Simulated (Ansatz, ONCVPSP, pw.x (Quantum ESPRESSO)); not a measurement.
# From atom to crystal: ONCV potential for silver (Ag)

```
Element                 : silver (Ag)
Generator               : ONCVPSP 4.0.1
Type                    : optimised norm-conserving Vanderbilt (ONCV)
Functional              : PBEsol
Relativity              : scalar-relativistic
Frozen core             : [Ar] 3d10
Valence charge          : 19
Reference configuration : 4s2 4p6 4d10 5s1
Partial waves           : 4s+5s: rc 1.30 bohr, ncon 3, nbas 7, qcut 8.7 1/bohr, 2 projectors; 4p: rc 1.60 bohr, ncon 4, nbas 7, qcut 8.5 1/bohr, 2 projectors, debl 0.5 Ha; 4d: rc 1.70 bohr, ncon 4, nbas 9, qcut 9.5 1/bohr, 2 projectors, debl 0.9 Ha
Local potential         : polynomial inside 1.10 bohr (lpopt 5, dvloc0 0 Ha)
Core correction         : Teter function fitted to the true core (icmod 2), fcfact 0.65
```

In the p channel the program set the typed energies aside and used -2.150, 0.250 Ha.

Crystal test: fcc Ag in pw.x 7.5, no spin, 14³ k-points, Fermi–Dirac smearing 0.01 Ry, cutoffs 85/340 Ry. The reference is all-electron LAPW (Ansatz 0.2.0) with the same functional, mesh and smearing; V0 and B0 come from Birch–Murnaghan fits to the pressures at five volumes. Errors are pseudo minus all-electron; Δ is the rms difference of the E(V) curves that follow from these fits, minima aligned, over ±6 % about the mean V0. Mesh and smearing are coarse, so the numbers serve the comparison and aren't converged zero-temperature values; the lattice is a test structure that the element need not adopt.

```
V (Å³/atom)  P all-electron (GPa)  P pseudo (GPa)
     15.891                  6.42            6.39
     16.309                  2.69            2.67
     16.727                 -0.47           -0.48
     17.145                 -3.13           -3.15
     17.563                 -5.37           -5.37
```

All-electron: a0 = 4.054 Å (V0 = 16.66 Å³/atom), B0 = 118.5 GPa.

Pseudopotential: mean pressure error (GPa): -0.02; a0 (Å): 4.054; a0 error (%): -0.01; B0 error (%): -0.1; Δ (meV/atom): 0.1.

Q: At the middle volume, how do free energy and pressure move when the wave cutoff is lowered (ecutrho kept at four times it)?

A:

```
cutoff (Ry)  shift of F (meV/atom)  shift of P (GPa)
         38                +9910.6           -290.92
         51                +1389.9            -79.97
         68                  +38.9             -4.44
```

The run at the middle volume (104 k-points, 10 iterations) took about 19 s on one core of a shared host (Intel(R) Xeon(R) 6975P-C, 192 threads, 1512 GiB, load 48).
